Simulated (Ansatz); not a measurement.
MnO2:

```
Mn O
1.0
     1.42843    0.82471    4.58393
    -1.42843    0.82471    4.58393
     0.00000   -1.64941    4.58393
Mn O
1 2
Cartesian
  0.0000 0.0000 0.0000
  0.0000 0.0000 10.1163
  0.0000 0.0000 3.6355
```

Measurements of this composition are mostly on another form, of space group No. 136.

Base run:

```yaml
Program: Ansatz 0.2.0
Functional: PBEsol
Potentials_or_basis: Ansatz PAW
Cutoff: "420 eV (not typed: the program's choice for these potentials)"
k_mesh: 11 × 11 × 11
Occupations: fermi-dirac, width 0.05 eV
Spin: no spin polarisation
```

Its results: band gap on the k mesh none (metal or under the smearing width); pressure -12.1 GPa; largest force 0.543 eV/Å.

Task: The run is repeated on the same cell with these changes: spin from no spin polarisation to collinear spin, random start. What comes out?

Result: Band gap on the k mesh 0.77 eV, indirect (least direct gap 0.83 eV); pressure -2.0 GPa; net moment -3.00 μB per cell; site moments Mn -2.49; O -0.05 μB; largest force 0.163 eV/Å.

Caveats: the PAW data sets come from PBE, with cores solved anew for the run's functional, which leaves a small shift of forces and pressure; an odd number of electrons without spin polarisation forces a metal (some runs); a magnetic or distorted state may lie lower (some runs); semilocal functionals often make such compounds metallic where correlation or magnetic order opens a gap, which also shifts bond lengths (some runs); odd divisions of the mesh miss points on the zone boundary, where band edges often lie, so the gap on the mesh can be too wide (some runs); a cell with one magnetic atom can't hold antiferromagnetic order, which such compounds often take (some runs).

A k mesh can miss the band edges.
